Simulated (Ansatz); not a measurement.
# GaP: the cost of one run

Computed with Ansatz 0.2.0 (reference: DFT, HSE06, plane waves, PAW, unless a step's input says otherwise).

1 further run of the same task is left out (for a known fault of the program).

**1. Starting point**

The structure is hexagonal, space group P6_3/mmc (No. 194). The conventional cell has a = 3.597 Å, b = 3.597 Å, c = 6.031 Å, α = 90.00°, β = 90.00°, γ = 120.00°. Around Ga (site symmetry -3m) lie 6 P at 2.57 Å. P (site symmetry -6m2) is surrounded by 6 Ga at 2.57 Å.

As a file:

```cif
data_structure
_symmetry_space_group_name_H-M 'P 1'
_symmetry_Int_Tables_number 1
_cell_length_a 3.5965
_cell_length_b 3.5965
_cell_length_c 6.0305
_cell_angle_alpha 90.000
_cell_angle_beta 90.000
_cell_angle_gamma 120.000
_cell_volume 67.55
loop_
_atom_site_label
_atom_site_type_symbol
_atom_site_fract_x
_atom_site_fract_y
_atom_site_fract_z
_atom_site_occupancy
Ga1 Ga 0.00000 0.00000 0.00000 1
Ga2 Ga 0.00000 0.00000 0.50000 1
P1 P 0.33333 0.66667 0.25000 1
P2 P 0.66667 0.33333 0.75000 1
```

**2. Baseline**

Input file input.yaml:

```yaml
crystal:
  lattice:
    - [3.5965004571, 0.0, 0.0]
    - [-1.7982502286, 3.1146607606, 0.0]
    - [0.0, 0.0, 6.0305309388]
  atoms:
    - { symbol: Ga, position: [0.0, 0.0, 0.0] }
    - { symbol: Ga, position: [0.0, 0.0, 0.5] }
    - { symbol: P, position: [0.3333333333, 0.6666666667, 0.25] }
    - { symbol: P, position: [0.6666666667, 0.3333333333, 0.75] }
kpoints:
  mp_grid: { grid: [6, 6, 2] }
hamiltonian:
  xc: hse06
scf:
  occupations: { method: fermi_dirac, width: 0.02 }
  n_extra_bands: 5
output:
  forces: true
  stress: true
  eigenvalues: true
  write_density: true
  write_potential: true
  elf: true
  volumetric_format: npy
```

On the command line:

```
$ ansatz run input.yaml --threads 4 --pin off --max-ram 3686MiB --backend cpu --events-out ev --progress --plain --runs-dir out
```

Q: Estimate wall time and peak memory on 4 threads of Arm Neoverse N1, shared host.

About 22 s, with a peak of 1 GiB.
